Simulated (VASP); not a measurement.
Output of a VASP run:

File OSZICAR:
```
       N       E                     dE             d eps       ncg     rms          rms(c)
DAV:   1     0.967344323297E+03    0.96734E+03   -0.54283E+04  4446   0.171E+03
DAV:   2    -0.552562937732E+02   -0.10226E+04   -0.98997E+03  5518   0.478E+02
DAV:   3    -0.133459633393E+03   -0.78203E+02   -0.77833E+02  5854   0.127E+02
DAV:   4    -0.138917198030E+03   -0.54576E+01   -0.54536E+01  7092   0.272E+01
DAV:   5    -0.139203296041E+03   -0.28610E+00   -0.28608E+00  5852   0.447E+00    0.516E+01
DAV:   6    -0.114936751918E+03    0.24267E+02   -0.13769E+02  5554   0.528E+01    0.221E+01
DAV:   7    -0.115140907838E+03   -0.20416E+00   -0.10280E+01  6140   0.132E+01    0.121E+01
DAV:   8    -0.115118479238E+03    0.22429E-01   -0.87695E-01  5560   0.470E+00    0.133E+00
DAV:   9    -0.115116823689E+03    0.16555E-02   -0.18411E-01  5476   0.166E+00    0.729E-01
DAV:  10    -0.115118628517E+03   -0.18048E-02   -0.34536E-02  5475   0.982E-01    0.269E-01
DAV:  11    -0.115119335061E+03   -0.70654E-03   -0.33243E-03  5652   0.292E-01    0.602E-02
DAV:  12    -0.115119389047E+03   -0.53987E-04   -0.65336E-04  5274   0.107E-01    0.590E-02
DAV:  13    -0.115119380918E+03    0.81294E-05   -0.31363E-04  5196   0.804E-02    0.223E-02
DAV:  14    -0.115119381098E+03   -0.17982E-06   -0.32794E-05  5682   0.295E-02    0.711E-03
DAV:  15    -0.115119382407E+03   -0.13088E-05   -0.22874E-06  5604   0.743E-03    0.301E-03
DAV:  16    -0.115119382467E+03   -0.60772E-07   -0.62698E-07  4764   0.359E-03
   1 F= -.11511938E+03 E0= -.11511938E+03  d E =0.000000E+00
```

### OUTCAR
```
------------------------ aborting loop because EDIFF is reached ----------------------------------------
  FORCE on cell =-STRESS in cart. coord.  units (eV):
  Direction    XX          YY          ZZ          XY          YZ          ZX
  --------------------------------------------------------------------------------------
  Total        0.0257630      0.0318079      0.1786328      0.0000000      0.0483961      0.0000000
  in kB        0.2864835      0.3537023      1.9863898      0.0000000      0.5381627      0.0000000
  external PRESSURE =       0.8755252 kB  Pullay stress =       0.0000000 kB
  volume of cell :      144.08
      direct lattice vectors                 reciprocal lattice vectors
     0.000000000  5.186529258  0.016590745     0.000000000  0.192909310 -0.031932350
     5.253345745  0.000000000  0.000000000     0.190354880  0.000000000  0.000000000
     0.000000000 -0.875794254 -5.290837228     0.000000000  0.000604915 -0.189106135
 POSITION                                       TOTAL-FORCE (eV/Angst)
 -----------------------------------------------------------------------------------
      5.02631      3.06178     -4.17033        -0.001115      0.009249      0.005577
      2.39964      0.81106     -3.74933        -0.001115     -0.009249     -0.005577
      0.22703      1.24896     -1.10391         0.001115     -0.009249     -0.005577
      2.85371      3.49967     -1.52491         0.001115      0.009249      0.005577
      3.50749      4.25875     -3.45058         0.003497      0.015885      0.006475
      0.88082     -0.38592     -4.46908         0.003497     -0.015885     -0.006475
      1.74585      0.05198     -1.82366        -0.003497     -0.015885     -0.006475
      4.37252      4.69665     -0.80517        -0.003497      0.015885      0.006475
      1.27420      2.39536     -2.75444        -0.000664     -0.005505     -0.014878
      3.90087      1.47748     -5.16522        -0.000664      0.005505      0.014878
      3.97915      1.91537     -2.51981         0.000664      0.005505      0.014878
      1.35247      2.83326     -0.10902         0.000664     -0.005505     -0.014878
 -----------------------------------------------------------------------------------
    total drift:                               -0.000000      0.000000     -0.000000
  FREE ENERGIE OF THE ION-ELECTRON SYSTEM (eV)
  ---------------------------------------------------
  free  energy   TOTEN  =      -115.1193824673 eV

  energy  without entropy=     -115.1193824673  energy(sigma->0) =     -115.11938247

 total charge

# of ion       s       p       d       tot
------------------------------------------
    1        2.177   6.055   1.371   9.603
    2        2.177   6.055   1.371   9.603
    3        2.177   6.055   1.371   9.603
    4        2.177   6.055   1.371   9.603
    5        1.566   3.522   0.000   5.088
    6        1.566   3.522   0.000   5.088
    7        1.566   3.522   0.000   5.088
    8        1.566   3.522   0.000   5.088
    9        1.560   3.516   0.000   5.075
   10        1.560   3.516   0.000   5.075
   11        1.560   3.516   0.000   5.075
   12        1.560   3.516   0.000   5.075
--------------------------------------------------
tot         21.211  52.371   5.484  79.066

 Electric field gradients after diagonalization (V/A^2)
 (convention: |V_zz| > |V_xx| > |V_yy|)
----------------------------------------------------------------------
 ion       V_xx      V_yy      V_zz     asymmetry (V_yy - V_xx)/ V_zz
----------------------------------------------------------------------
   1     -27.729   -25.583    53.311       0.040
   2     -27.729   -25.583    53.311       0.040
   3     -27.729   -25.583    53.311       0.040
   4     -27.729   -25.583    53.311       0.040
   5      -8.662    -2.076    10.738       0.613
   6      -8.662    -2.076    10.738       0.613
   7      -8.662    -2.076    10.738       0.613
   8      -8.662    -2.076    10.738       0.613
   9      -9.519    -1.844    11.363       0.675
  10      -9.519    -1.844    11.363       0.675
  11      -9.519    -1.844    11.363       0.675
  12      -9.519    -1.844    11.363       0.675
```
(Selected blocks of OUTCAR.)

**POSCAR**
```
ZrO2
1
    0.0000000000     5.1865292580     0.0165907448
    5.2533457453     0.0000000000     0.0000000000
    0.0000000000    -0.8757942541    -5.2908372284
Zr O
4 8
Direct
  0.7238138061   0.9567832016   0.7904876849
  0.2761861939   0.4567832016   0.7095123151
  0.2761861939   0.0432167984   0.2095123151
  0.7238138061   0.5432167984   0.2904876849
  0.9317383416   0.6676686106   0.6551028061
  0.0682616584   0.1676686106   0.8448971939
  0.0682616584   0.3323313894   0.3448971939
  0.9317383416   0.8323313894   0.1551028061
  0.5500431407   0.2425499511   0.5223307553
  0.4499568593   0.7425499511   0.9776692447
  0.4499568593   0.7574500489   0.4776692447
  0.5500431407   0.2574500489   0.0223307553
```

Problem. Write an INCAR and KPOINTS that could have produced this output.

Solution. This is not unique; one that fits is the input of the run itself, PBE GGA, plane waves, VASP's PBE PAW potentials (set 64).

INCAR:
```
SYSTEM = ZrO2
PREC = Accurate
ENCUT = 520
EDIFF = 1E-7
NELM = 100
ALGO = Normal
LREAL = .FALSE.
LASPH = .TRUE.
ISMEAR = -5
GGA = PE
LMAXMIX = 4
LWAVE = .FALSE.
LCHARG = .TRUE.
LORBIT = 11
NEDOS = 601
ISIF = 2
LEFG = .TRUE.
```

KPOINTS:
```
Automatic mesh
0
Gamma
5 5 5
0 0 0
```

POTCAR, in this order: Zr_sv O (PBE.64 set). Program: vasp_std.

The compound is ZrO2 in the monoclinic structure. It was relaxed first.
